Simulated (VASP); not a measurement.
# KF (Carobbiite) (Fm-3m) in VASP: single point with HSE06

Aim: the single point of KF (Carobbiite) with HSE06.

Program: VASP 6.6.1. These are calculated values, not measurements. Logs are shortened: lines on timing, memory, paths and dates and some standing lists are left out, and cuts for length are marked.

## 1. The crystal as given

The structure is cubic, space group Fm-3m (No. 225). Conventional cell: a = 5.318 Å, b = 5.318 Å, c = 5.318 Å, α = 90.00°, β = 90.00°, γ = 90.00°. K (site symmetry m-3m) is surrounded by 6 F at 2.66 Å. F (site symmetry m-3m) is surrounded by 6 K at 2.66 Å.

## 2. Single point, HSE06

The input, POSCAR:

```
KF
1.0
    0.0000000000      2.6589566777      2.6589566777
    2.6589566777      0.0000000000      2.6589566777
    2.6589566777      2.6589566777      0.0000000000
K F
1 1
Direct
    0.0000000000      0.0000000000      0.0000000000
    0.5000000000      0.5000000000      0.5000000000
```

The input, INCAR.step1:

```
PREC = Accurate
ENCUT = 520
EDIFF = 1E-5
ISMEAR = 0
SIGMA = 0.01
LREAL = False
LASPH = True
NELM = 80
ALGO = Normal
ISIF = 2
LWAVE = True
LCHARG = False
NBANDS = 15
GGA = PE
```

The input, INCAR.step2:

```
PREC = Accurate
ENCUT = 520
EDIFF = 1E-6
ISMEAR = 0
SIGMA = 0.01
LREAL = False
LASPH = True
NELM = 80
ALGO = Normal
ISIF = 2
LWAVE = False
LCHARG = False
GGA = PE
LHFCALC = True
HFSCREEN = 0.2079
PRECFOCK = Normal
NBANDS = 15
ISTART = 1
```

The input, KPOINTS:

```
Automatic mesh
0
Gamma
  4 4 4
```

Potentials or basis: VASP PAW PBE potentials, release 64 (K_sv, F).

Started as:

```sh
$ cat potpaw_PBE.64/K_sv/POTCAR potpaw_PBE.64/F/POTCAR > POTCAR
$ cp INCAR.step1 INCAR
$ mpirun -np 1 vasp_std > vasp.out
$ cp INCAR.step2 INCAR
$ mpirun -np 1 vasp_std > vasp.out
```

OUTCAR:

```text
PREC = Accurate
   ENCUT = 520
   EDIFF = 1E-6
   ISMEAR = 0
   LREAL = False
   LASPH = True
   NELM = 80
   ISIF = 2
   GGA = PE
   LHFCALC = True
   HFSCREEN = 0.2079
   PRECFOCK = Normal
   ISTART = 1

 ion  position               nearest neighbor table
   1  0.000  0.000  0.000-   2 2.66   2 2.66   2 2.66   2 2.66   2 2.66   2 2.66
   2  0.500  0.500  0.500-   1 2.66   1 2.66   1 2.66   1 2.66   1 2.66   1 2.66

  LATTYP: Found a face centered cubic cell.
 ALAT       =     5.3179133554

  Lattice vectors:

 A1 = (   0.0000000000,   2.6589566777,   2.6589566777)
 A2 = (   2.6589566777,   0.0000000000,   2.6589566777)
 A3 = (   2.6589566777,   2.6589566777,   0.0000000000)

Analysis of symmetry for initial positions (statically):
=====================================================================
 Subroutine PRICEL returns:
 Original cell was already a primitive cell.

 Routine SETGRP: Setting up the symmetry group for a
 face centered cubic supercell.

 Subroutine GETGRP returns: Found 48 space group operations
 (whereof 48 operations were pure point group operations)
 out of a pool of 48 trial point group operations.

The static configuration has the point symmetry O_h .

Analysis of symmetry for dynamics (positions and initial velocities):
=====================================================================
 Subroutine PRICEL returns:
 Original cell was already a primitive cell.

 Routine SETGRP: Setting up the symmetry group for a
 face centered cubic supercell.

 Subroutine GETGRP returns: Found 48 space group operations
 (whereof 48 operations were pure point group operations)
 out of a pool of 48 trial point group operations.

The dynamic configuration has the point symmetry O_h .

 Subroutine INISYM returns: Found 48 space group operations
 (whereof 48 operations are pure point group operations),
 and found     1 'primitive' translations

----------------------------------------------------------------------------------------

                                     Primitive cell

  volume of cell :      37.5979

  direct lattice vectors                    reciprocal lattice vectors
     0.000000000  2.658956678  2.658956678    -0.188043681  0.188043681  0.188043681
     2.658956678  0.000000000  2.658956678     0.188043681 -0.188043681  0.188043681
     2.658956678  2.658956678  0.000000000     0.188043681  0.188043681 -0.188043681

  length of vectors
     3.760332595  3.760332595  3.760332595     0.325701209  0.325701209  0.325701209

  position of ions in fractional coordinates (direct lattice)
     0.000000000  0.000000000  0.000000000
     0.500000000  0.500000000  0.500000000

  ion indices of the primitive-cell ions
   primitive index   ion index
                 1           1
                 2           2

----------------------------------------------------------------------------------------

 KPOINTS: Automatic mesh

Automatic generation of k-mesh.
 Grid dimensions read from file:
 generate k-points for:    4    4    4

 Generating k-lattice:

  Cartesian coordinates                     Fractional coordinates (reciprocal lattice)
    -0.047010920  0.047010920  0.047010920     0.250000000  0.000000000  0.000000000
     0.047010920 -0.047010920  0.047010920     0.000000000  0.250000000  0.000000000
     0.047010920  0.047010920 -0.047010920     0.000000000  0.000000000  0.250000000

  Length of vectors
     0.081425302  0.081425302  0.081425302

  Shift w.r.t. Gamma in fractional coordinates (k-lattice)
     0.000000000  0.000000000  0.000000000

 Subroutine IBZKPT returns following result:
 ===========================================

 Found      8 irreducible k-points:

 Following reciprocal coordinates:
            Coordinates               Weight
  0.000000  0.000000  0.000000      1.000000
  0.250000  0.000000  0.000000      8.000000
  0.500000  0.000000  0.000000      4.000000
  0.250000  0.250000  0.000000      6.000000
  0.500000  0.250000  0.000000     24.000000
 -0.250000  0.250000  0.000000     12.000000
  0.500000  0.500000  0.000000      3.000000
 -0.250000  0.500000  0.250000      6.000000
   k-points           NKPTS =      8   k-points in BZ     NKDIM =     64   number of bands    NBANDS=     15
   number of dos      NEDOS =    301   number of ions     NIONS =      2
   total plane-waves  NPLWV =  21952
   dimension x,y,z NGX =    28 NGY =   28 NGZ =   28
   dimension x,y,z NGXF=    56 NGYF=   56 NGZF=   56
   ions per type =               1   1
   NGX,Y,Z   is equivalent  to a cutoff of  12.38, 12.38, 12.38 a.u.
   NGXF,Y,Z  is equivalent  to a cutoff of  24.76, 24.76, 24.76 a.u.
 SYSTEM =  unknown system
   PREC   = accura    normal or accurate (medium, high low for compatibility)
   ISTART =      1    job   : 0-new  1-cont  2-samecut
   ICHARG =      0    charge: 1-file 2-atom 10-const
   ISPIN  =      1    spin polarized calculation?
   LNONCOLLINEAR =      F non collinear calculations
   LSORBIT =      F    spin-orbit coupling
   LASPH  =      T    aspherical Exc in radial PAW
   ENCUT  =  520.0 eV  38.22 Ry    6.18 a.u.   6.99  6.99  6.99*2*pi/ulx,y,z
   NELM   =     80;   NELMIN=  2; NELMDL=  0     # of ELM steps
   EDIFF  = 0.1E-05   stopping-criterion for ELM
   LREAL  =      F    real-space projection
   EDIFFG = 0.1E-04   stopping-criterion for IOM
   NSW    =      0    number of steps for IOM
   IBRION =     -1    ionic relax: 0-MD 1-quasi-New 2-CG
   NFREE  =      0    steps in history (QN), initial steepest desc. (CG)
   ISIF   =      2    stress and relaxation
   ISYM   =      3    0-nonsym 1-usesym 2-fastsym
   POTIM  = 0.5000    time-step for ionic-motion
   TEBEG  =    0.0;   TEEND  =   0.0 temperature during run
   PSTRESS=    0.0 pullay stress
   NELECT =      16.0000    total number of electrons
   NUPDOWN=      -1.0000    fix difference up-down
   EMIN   =  10.00;   EMAX   =-10.00  energy-range for DOS
   EFERMI =   0.00;   METHOD = LEGACY
   ISMEAR =     0;   SIGMA  =   0.01  broadening in eV -4-tet -1-fermi 0-gaus
   EFERMI_NEDOS =   21; number of points for ismear=-14 and -15
   IALGO  =     38    algorithm
   IMIX   =      1    mixing-type and parameters
     AMIX     =   0.40;   BMIX     =  1.00
     AMIX_MAG =   1.60;   BMIX_MAG =  1.00
  volume/ion in A,a.u.               =      18.80       126.86
  Fermi-wavevector in a.u.,A,eV,Ry     =   1.231384  2.326979 20.630609  1.516307
  Thomas-Fermi vector in A             =   2.366196
   LORBIT       =      0    0 simple, 1 ext, 2 COOP (PROOUT), +10 PAW based schemes
   GGA     = PE    functional components
   LHFCALC =     T    Hartree Fock is set to
   PRECFOCK=normal    Normal, Fast or Accurate (Low or Medium for compatibility)
   ENCUT4O =  -1.0   cutoff for four orbital integrals eV
   NKREDX  =     1    reduce k-point grid by
   NKREDY  =     1    reduce k-point grid by
   NKREDZ  =     1    reduce k-point grid by
   AEXX    =    0.2500 exact exchange contribution
   HFSCREEN=    0.2079 screening length (either q_TF or 0.3 A-1)
   HFSCREENC=   0.2079 screening length for correlation (either q_TF or 0.3 A-1)
   ENCUTFOCK=  -1.0 apply spherical cutoff to Coloumb kernel
   IVDW    =     0    specifies the selected vdW correction
   LEPSILON=     F    determine dielectric tensor
   LRPA    =     F    only Hartree local field effects (RPA)
 non-spin polarized calculation
 Gauss-broadening in eV      SIGMA  =   0.01
  energy-cutoff  :      520.00
  volume of cell :       37.60
 maximum number of plane-waves:      1036
  NGX = 24; NGY = 24; NGZ = 24

 number of electron      16.0000010 magnetization

 Free energy of the ion-electron system (eV)
  ---------------------------------------------------
  ext. energy  EPLUGINS =         0.00000000
  ---------------------------------------------------
  free energy    TOTEN  =        -9.96191397 eV

  energy without entropy =       -9.96191397  energy(sigma->0) =       -9.96191397

 E-fermi :  -4.2782     XC(G=0):  -6.9936

 val. band max:       -4.3556479847   @ k =   0.0000   0.0000   0.0000
 cond. band min:       3.8886384999   @ k =   0.0000   0.0000   0.0000
 fundamental gap:      8.2442864847
 Fermi energy:        -4.2782367581

 k-point     1 :       0.0000    0.0000    0.0000
  band No.  band energies     occupation
      1     -31.9568      2.00000
      2     -24.5627      2.00000
      3     -13.8376      2.00000
      4     -13.8376      2.00000
      5     -13.8376      2.00000
      6      -4.3557      2.00000
      7      -4.3556      2.00000
      8      -4.3556      2.00000
      9       3.8886      0.00000
     10       8.7004      0.00000
     11       8.7004      0.00000
     12       8.7004      0.00000
     13      10.5594      0.00000
     14      10.5594      0.00000
     15      14.6184      0.00000

 k-point     2 :       0.2500    0.0000    0.0000
  band No.  band energies     occupation
      1     -31.9032      2.00000
      2     -24.6112      2.00000
      3     -13.9787      2.00000
      4     -13.8539      2.00000
      5     -13.8539      2.00000
      6      -4.7899      2.00000
      7      -4.5400      2.00000
      8      -4.5400      2.00000
      9       5.4447      0.00000
     10       7.9977      0.00000
     11       9.4996      0.00000
     12       9.4996      0.00000
     13      11.2088      0.00000
     14      11.2088      0.00000
     15      16.8029      0.00000
[... 77 lines left out ...]
      3     -14.4469      2.00000
      4     -14.0697      2.00000
      5     -14.0697      2.00000
      6      -4.5457      2.00000
      7      -4.4056      2.00000
      8      -4.4056      2.00000
      9       5.9750      0.00000
     10       8.3574      0.00000
     11       9.6941      0.00000
     12      11.9737      0.00000
     13      12.6567      0.00000
     14      12.6567      0.00000
     15      14.1235      0.00000

 k-point     8 :      -0.2500    0.5000    0.2500
  band No.  band energies     occupation
      1     -31.8227      2.00000
      2     -24.6135      2.00000
      3     -14.2601      2.00000
      4     -14.2601      2.00000
      5     -13.9232      2.00000
      6      -4.7780      2.00000
      7      -4.5034      2.00000
      8      -4.5034      2.00000
      9       7.5925      0.00000
     10       7.5925      0.00000
     11       9.3349      0.00000
     12      11.6854      0.00000
     13      12.6682      0.00000
     14      13.1518      0.00000
     15      14.4044      0.00000

------------------------ aborting loop because EDIFF is reached ----------------------------------------

  FORCE on cell =-STRESS in cart. coord.  units (eV):
  Direction    XX          YY          ZZ          XY          YZ          ZX
  --------------------------------------------------------------------------------------
  -------------------------------------------------------------------------------------
  Total        0.2573173      0.2573173      0.2573173     -0.0000000     -0.0000000      0.0000000
  in kB       10.9651816     10.9651816     10.9651816     -0.0000000     -0.0000000      0.0000000
  external PRESSURE =      10.9651816 kB  Pullay stress =       0.0000000 kB

 VOLUME and BASIS-vectors are now :
 -----------------------------------------------------------------------------
  energy-cutoff  :      520.00
  volume of cell :       37.60
      direct lattice vectors                 reciprocal lattice vectors
     0.000000000  2.658956678  2.658956678    -0.188043681  0.188043681  0.188043681
     2.658956678  0.000000000  2.658956678     0.188043681 -0.188043681  0.188043681
     2.658956678  2.658956678  0.000000000     0.188043681  0.188043681 -0.188043681

 POSITION                                       TOTAL-FORCE (eV/Angst)
 -----------------------------------------------------------------------------------
      0.00000      0.00000      0.00000         0.000000      0.000000     -0.000000
      2.65896      2.65896      2.65896        -0.000000     -0.000000      0.000000
 -----------------------------------------------------------------------------------
    total drift:                                0.000000      0.000000      0.000000

  FREE ENERGIE OF THE ION-ELECTRON SYSTEM (eV)
  ---------------------------------------------------
  free  energy   TOTEN  =        -9.9619139685 eV

  energy  without entropy=       -9.9619139685  energy(sigma->0) =       -9.96191397
```

Wall time 9.9 min (1 thread of Intel Xeon Platinum 8375C at 2.90GHz (Ice Lake), shared host); peak memory 0.27 GiB.

Results:

| Quantity | Value |
| --- | --- |
| Free energy | -9.9619 eV |
| Pressure | 1.1 GPa |
| Band gap on the k mesh | 8.24 eV, direct |

Levels at points of the mesh, in eV from the valence-band top:
```csv
k point,band 5,band 6,band 7,band 8,band 9,band 10,band 11,band 12
"(0.00, 0.00, 0.00)",-9.48,0.00,0.00,0.00,8.24,13.06,13.06,13.06
"(0.50, 0.00, 0.00)",-9.51,-0.80,-0.36,-0.36,11.27,12.78,14.62,14.62
"(0.50, 0.50, 0.00)",-9.71,-0.19,-0.05,-0.05,10.33,12.71,14.05,16.33
```

Caveat: the k mesh is coarse (spacing up to 0.51 Å⁻¹), so the values aren't converged, least of all with exact exchange; the PAW data sets were made with another functional, which shifts forces and pressure a little.
